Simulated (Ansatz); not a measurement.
A run of Ansatz 0.2.0:

input.yaml

```yaml
crystal:
  lattice:
    - [0.0, 2.403555696, 2.403555696]
    - [2.403555696, 0.0, 2.403555696]
    - [2.403555696, 2.403555696, 0.0]
  atoms:
    - { symbol: Ca, position: [0.0, 0.0, 0.0] }
    - { symbol: O, position: [0.5, 0.5, 0.5] }
hamiltonian:
  xc: r2scan
  pseudopotentials: { kind: paw }
kpoints:
  mp_grid: { grid: [10, 10, 10] }
  band_path:
    path:
      - [[0.0, 0.0, 0.0], [0.5, 0.0, 0.5], [0.5, 0.25, 0.75], [0.375, 0.375, 0.75], [0.0, 0.0, 0.0], [0.5, 0.5, 0.5], [0.625, 0.25, 0.625], [0.5, 0.25, 0.75], [0.5, 0.5, 0.5], [0.375, 0.375, 0.75]]
      - [[0.625, 0.25, 0.625], [0.5, 0.0, 0.5]]
    npoints: 14
scf:
  occupations: { method: fermi_dirac, width: 0.05 }
  n_extra_bands: 6
output:
  forces: true
  stress: true
  eigenvalues: true
  fatbands: true
```

Potentials or basis: Ansatz PAW.

Run with:

```console
$ ansatz run input.yaml --threads 2 --pin off --max-ram 5632MiB --backend cpu --events-out ev --progress --plain --runs-dir out
```

Hardware: 2 threads of Arm Neoverse V1 (shared host).

**Question.** Estimate the wall time of this run.

**Answer.** Run time: 3.5 s on 2 threads of Arm Neoverse V1 (shared host), peak memory 0.34 GiB. Counts: scf iterations 6, plane waves 725, k points 47, bands 14.
